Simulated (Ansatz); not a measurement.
**Eigenvalues along a path: K (diamond type)**

```yaml
crystal:
  lattice:
    - [0.00000, 4.80555, 4.80555]
    - [4.80555, 0.00000, 4.80555]
    - [4.80555, 4.80555, 0.00000]
  atoms:
    - { symbol: K, position: [0.87500, 0.87500, 0.87500] }
    - { symbol: K, position: [0.12500, 0.12500, 0.12500] }
```

The cell comes from a relaxation on PAW files under the same functional, begun from a prototype that needn't be the stable phase.

Computed with Ansatz 0.2.0; functional PBE, scalar-relativistic. Settings: a Γ-centred 8×8×8 k mesh, Fermi–Dirac smearing of 0.1 eV, no spin polarisation. Methods: LAPW: all electrons, basis error target 1 meV/atom.

Path points, in fractions of the reciprocal vectors: Γ (0.000, 0.000, 0.000), X (0.500, 0.000, 0.500), U (0.625, 0.250, 0.625), K (0.375, 0.375, 0.750), L (0.500, 0.500, 0.500), W (0.500, 0.250, 0.750). The distance column jumps between branches of the path. Levels in eV from the Fermi level; bands 3 to 11, counted from the lowest band of the run. The gap is zero, the pressure 0.01 GPa.

```
# k(1/Å) point b3 b4 b5 b6 b7 b8 b9 b10 b11
0.000 Γ -16.11 -16.11 -16.11 -16.05 -16.05 -16.05 -1.66 2.36 2.36
0.093 - -16.11 -16.11 -16.11 -16.05 -16.05 -16.05 -1.63 2.26 2.26
0.187 - -16.11 -16.11 -16.10 -16.05 -16.04 -16.04 -1.52 2.07 2.09
0.280 - -16.11 -16.11 -16.10 -16.05 -16.04 -16.04 -1.34 1.84 1.95
0.374 - -16.11 -16.11 -16.10 -16.06 -16.04 -16.04 -1.09 1.52 1.68
0.467 - -16.12 -16.12 -16.09 -16.06 -16.04 -16.04 -0.78 1.01 1.52
0.560 - -16.12 -16.12 -16.08 -16.07 -16.04 -16.04 -0.40 0.50 1.43
0.654 X -16.12 -16.12 -16.08 -16.08 -16.04 -16.04 0.03 0.03 1.42
0.687 - -16.12 -16.12 -16.08 -16.08 -16.04 -16.04 0.03 0.03 1.32
0.720 - -16.12 -16.12 -16.08 -16.08 -16.04 -16.04 0.04 0.04 1.16
0.753 - -16.12 -16.12 -16.08 -16.08 -16.04 -16.04 0.05 0.07 1.00
0.786 - -16.12 -16.12 -16.08 -16.07 -16.04 -16.04 0.06 0.09 0.84
0.819 - -16.12 -16.12 -16.08 -16.07 -16.04 -16.04 0.07 0.13 0.70
0.852 - -16.12 -16.12 -16.08 -16.07 -16.04 -16.04 0.06 0.18 0.58
0.885 U -16.12 -16.12 -16.08 -16.07 -16.04 -16.03 0.01 0.23 0.51
1.285 K -16.12 -16.12 -16.08 -16.07 -16.04 -16.03 0.01 0.23 0.51
1.384 - -16.12 -16.11 -16.09 -16.06 -16.04 -16.04 -0.31 0.44 0.56
1.483 - -16.12 -16.11 -16.09 -16.06 -16.04 -16.04 -0.69 0.71 0.79
1.582 - -16.11 -16.11 -16.10 -16.06 -16.04 -16.04 -1.03 1.04 1.11
1.681 - -16.11 -16.11 -16.10 -16.05 -16.04 -16.04 -1.30 1.40 1.47
1.780 - -16.11 -16.11 -16.10 -16.05 -16.05 -16.04 -1.50 1.79 1.86
1.880 - -16.11 -16.11 -16.11 -16.05 -16.05 -16.05 -1.62 2.16 2.21
1.979 Γ -16.11 -16.11 -16.11 -16.05 -16.05 -16.05 -1.66 2.36 2.36
2.059 - -16.11 -16.11 -16.11 -16.05 -16.05 -16.05 -1.63 2.17 2.33
2.140 - -16.11 -16.11 -16.11 -16.05 -16.05 -16.05 -1.55 1.79 2.28
2.221 - -16.11 -16.11 -16.11 -16.05 -16.04 -16.04 -1.42 1.35 2.23
2.302 - -16.11 -16.11 -16.10 -16.05 -16.04 -16.04 -1.24 0.90 2.19
2.383 - -16.11 -16.11 -16.10 -16.05 -16.04 -16.04 -1.01 0.48 2.17
2.464 - -16.11 -16.11 -16.10 -16.05 -16.04 -16.04 -0.76 0.11 2.16
2.545 L -16.11 -16.11 -16.10 -16.05 -16.04 -16.04 -0.60 -0.10 2.15
2.611 - -16.11 -16.11 -16.10 -16.05 -16.04 -16.04 -0.58 -0.08 2.04
2.677 - -16.11 -16.11 -16.10 -16.06 -16.04 -16.04 -0.52 -0.04 1.77
2.743 - -16.12 -16.11 -16.10 -16.06 -16.04 -16.04 -0.43 0.03 1.46
2.809 - -16.12 -16.11 -16.09 -16.06 -16.04 -16.04 -0.30 0.12 1.15
2.875 - -16.12 -16.12 -16.09 -16.07 -16.04 -16.04 -0.15 0.23 0.87
2.941 - -16.12 -16.12 -16.08 -16.07 -16.04 -16.04 0.04 0.32 0.65
3.007 W -16.12 -16.12 -16.08 -16.08 -16.04 -16.04 0.23 0.23 0.67
3.054 - -16.12 -16.12 -16.08 -16.08 -16.04 -16.04 0.22 0.22 0.70
3.100 - -16.12 -16.12 -16.08 -16.08 -16.04 -16.04 0.17 0.17 0.78
3.147 - -16.12 -16.12 -16.08 -16.08 -16.04 -16.04 0.13 0.13 0.90
3.194 - -16.12 -16.12 -16.08 -16.08 -16.04 -16.04 0.09 0.09 1.03
3.241 - -16.12 -16.12 -16.08 -16.08 -16.04 -16.04 0.05 0.05 1.18
3.287 - -16.12 -16.12 -16.08 -16.08 -16.04 -16.04 0.03 0.03 1.33
3.334 X -16.12 -16.12 -16.08 -16.08 -16.04 -16.04 0.03 0.03 1.42
```
